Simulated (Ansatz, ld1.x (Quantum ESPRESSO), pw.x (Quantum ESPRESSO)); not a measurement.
**Equation-of-state test of one TM potential (Mo (Z = 42))**

```json
{
 "Element": "Mo (Z = 42)",
 "Generator": "ld1.x (Quantum ESPRESSO) 7.5",
 "Type": "norm-conserving Troullier–Martins (Kleinman–Bylander form)",
 "Functional": "PBE",
 "Relativity": "scalar-relativistic",
 "Frozen core": "[Kr]",
 "Valence charge": "6",
 "Reference configuration": "4d5 5s1 5p0",
 "Partial waves": "5p (bound, empty): rc 3.60 bohr; 4d (bound): rc 1.85 bohr; 5s (bound): rc 2.55 bohr",
 "Local potential": "the s channel",
 "Core correction": "a·sin(br)/r model core, default radius (core density twice the valence density)"
}
```

Atomic tests: cutoffs needed: 40 Ry and 50 Ry (the cutoffs (Ry, on a coarse ladder) from which the occupation-weighted sum of valence levels, in a spherical-Bessel basis at the reference potential, stays within 10 and 1 mRy of its value at 400 Ry); ghost test: no extra level below or beside the all-electron valence levels (p, d, s, f tested) (spherical-Bessel basis up to 400 Ry, 20 bohr box); largest excitation error: -1784 meV (all-electron minus pseudo) for 4d2 5s0 5p0, out of 7 test configurations.

Crystal test: diamond Mo in pw.x 7.5, no spin, 8³ k-points, Fermi–Dirac smearing 0.01 Ry, cutoffs 60/240 Ry. The reference is all-electron LAPW (Ansatz 0.2.0) with the same functional, mesh and smearing; V0 and B0 come from Birch–Murnaghan fits to the pressures at five volumes. Errors are pseudo minus all-electron; Δ is the rms difference of the E(V) curves that follow from these fits, minima aligned, over ±6 % about the mean V0. Mesh and smearing are coarse, so the numbers serve the comparison and aren't converged zero-temperature values; the lattice is a test structure that the element need not adopt.

```csv
V (Å³/atom),P all-electron (GPa),P pseudo (GPa)
21.928,5.94,12.20
22.505,2.77,8.55
23.082,-0.01,5.31
23.659,-2.47,2.45
24.236,-4.64,-0.11
```

All-electron: a0 = 5.694 Å (V0 = 23.08 Å³/atom), B0 = 104.7 GPa.

Pseudopotential: mean pressure error (GPa): +5.36; a0 (Å): 5.786; a0 error (%): +1.61; B0 error (%): -3.3; Δ (meV/atom): 25.5. The largest radius (3.60 bohr) exceeds half the bond length (2.33 bohr), so the spheres overlap, which is one possible source of error among others. This is a poor potential for the solid.

Task: At the middle volume, how do free energy and pressure move when the wave cutoff is lowered (ecutrho kept at four times it)?

Result:

```tsv
cutoff (Ry)	shift of F (meV/atom)	shift of P (GPa)
27	+1886.3	-49.38
36	+209.0	-8.91
48	+5.0	-0.35
```

The run at the middle volume (29 k-points, 9 iterations) took about 15 s on one core of a shared host (Neoverse-V1, 32 threads, 247 GiB, load 11).
